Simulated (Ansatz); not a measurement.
# Cu (fcc type): the cost of one run

Program: Ansatz 0.2.0. Level of theory: DFT PBE, with the methods named in each step. These are calculated values, not measurements.

## (1) The structure to begin with

The structure is cubic, space group Fm-3m (No. 225). Conventional cell: a = 3.629 Å, b = 3.629 Å, c = 3.629 Å, α = 90.00°, β = 90.00°, γ = 90.00°. Cu (site symmetry m-3m) has 12 Cu at 2.57 Å as nearest neighbours.

Structure file:

```cif
data_structure
_symmetry_space_group_name_H-M 'Fm-3m'
_symmetry_Int_Tables_number 225
_cell_length_a 3.6292
_cell_length_b 3.6292
_cell_length_c 3.6292
_cell_angle_alpha 90.000
_cell_angle_beta 90.000
_cell_angle_gamma 90.000
_cell_volume 47.80
loop_
_atom_site_label
_atom_site_type_symbol
_atom_site_symmetry_multiplicity
_atom_site_Wyckoff_symbol
_atom_site_fract_x
_atom_site_fract_y
_atom_site_fract_z
_atom_site_occupancy
Cu1 Cu 4 a 0.00000 0.00000 0.00000 1
```

The file gives the conventional cell by its symmetry; the runs use the cell typed in the input.

## (2) Fcc relaxed, PAW

input.yaml reads:

```yaml
crystal:
  lattice:
    - [0.0, 1.8145933008, 1.8145933008]
    - [1.8145933008, 0.0, 1.8145933008]
    - [1.8145933008, 1.8145933008, 0.0]
  atoms:
    - { symbol: Cu, position: [0.0, 0.0, 0.0] }
kpoints:
  mp_grid: { grid: [19, 19, 19] }
scf:
  occupations: { method: fermi_dirac, width: 0.05 }
hamiltonian:
  xc: pbe
  pseudopotentials: { kind: paw }
output:
  forces: true
  stress: true
relax:
  f_tol: 0.005
  max_steps: 40
  cell: {}
```

Started as:

```console
> ansatz run input.yaml --threads 1 --pin off --max-ram 3072MiB --backend cpu --events-out ev --progress --plain --runs-dir out
```

**Question.** How long does this run take on 1 thread of Arm Neoverse V1, shared host, and how much memory does it need?

About 4.7 s, with a peak of 0.31 GiB.
